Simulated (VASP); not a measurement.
A run of VASP 6.6.1:

INCAR

```
SYSTEM = Pd
PREC = Accurate
ENCUT = 520
EDIFF = 1E-6
ISMEAR = -1
SIGMA = 0.05
LREAL = .False.
LASPH = .True.
NELM = 100
ALGO = Fast
ISIF = 2
LWAVE = .False.
LCHARG = .False.
GGA = PE
NBANDS = 50
```

File KPOINTS:

```
regular mesh
0
Gamma
  3 3 4
  0 0 0
```

File POSCAR:

```
Pd
1.0
   -1.9174500000      3.8601550000      1.9796650000
    3.9038310000      0.0601840000      3.9078930000
    3.8387780000      3.7994750000      0.1252380000
Pd
8
Direct
   -0.0262689756     -0.0033750386      1.0191001233
    0.9850258750      1.0107308075      0.5034726168
    0.9805134903      0.4925631630     -0.0329562567
    0.9888170106      0.4849471133      0.4878402978
    0.4806317515      0.7533936769      0.0077873117
    0.4867487757      0.7381828477      0.5163440958
    0.5034872806      0.2574847235      0.9888620390
    0.4691906997      0.2443810217      0.4920528092
```

Potentials or basis: VASP PAW PBE potentials, release 64 (Pd).

Command:

```console
$ cat potpaw_PBE.64/Pd/POTCAR > POTCAR
$ mpirun -np 1 vasp_std > vasp.out
```

Hardware: 1 thread of Intel(R) Xeon(R) Platinum 8488C (Sapphire Rapids), with other jobs on the host.

**Question.** How long does it take, and how much memory?

**Answer.** It took 2.6 min on 1 thread of Intel(R) Xeon(R) Platinum 8488C (Sapphire Rapids) (shared host), peak memory 0.26 GiB. Counts: scf iterations 17, k points 19.
